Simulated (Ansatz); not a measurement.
ZrO$_{2}$:
```
CELL_PARAMETERS angstrom
      3.62095     0.00000     0.00000
      0.00000     3.62095     0.00000
      0.00000     0.00000     5.28313
ATOMIC_POSITIONS crystal
  Zr 0.00000 0.00000 0.00000
  Zr 0.50000 0.50000 0.50000
  O  0.00000 0.50000 0.19280
  O  0.00000 0.50000 0.69280
  O  0.50000 0.00000 0.30720
  O  0.50000 0.00000 0.80720
```

Relaxed with PBE. Special points in fractions of this cell's reciprocal vectors: Γ (0.000, 0.000, 0.000); X (0.000, 0.500, 0.000); M (0.500, 0.500, 0.000); Z (0.000, 0.000, 0.500); R (0.000, 0.500, 0.500); A (0.500, 0.500, 0.500).

Question: List the band energies nearest the valence-band maximum at these points for PBE in the plane-wave PAW code Ansatz.

Answer: In eV from the valence-band maximum; about four levels below and three above (degenerate sets whole), none deeper than 8.9 eV; points with the same levels are listed once.

```tsv
k	below	above
Γ	-0.85 -0.17 -0.10 -0.10	4.04 4.56 5.15
X	-1.38 -1.38 -0.13 -0.13	4.42 4.42 5.34 5.34
M	-0.77 -0.77 -0.54 -0.54	5.05 5.05 5.50 5.50
Z	-0.60 -0.60 -0.02 -0.02	4.55 4.55 5.21 5.21
R	-1.29 -1.29 -0.80 -0.80	4.51 4.51 4.85 4.85
A	-1.51 -1.51 -0.12 -0.12	5.08 5.08 5.70 5.70
```

Space group P4_2/nmc. This is a known high-temperature phase of the composition, computed here at zero pressure and temperature. The cell was relaxed with PBE under the symmetry of its start; whether a distortion lowers the energy is not shown. The run is not spin-polarised. Spin–orbit coupling is left out wherever it is not named.

Potentials: the later of the program's two PAW sets.
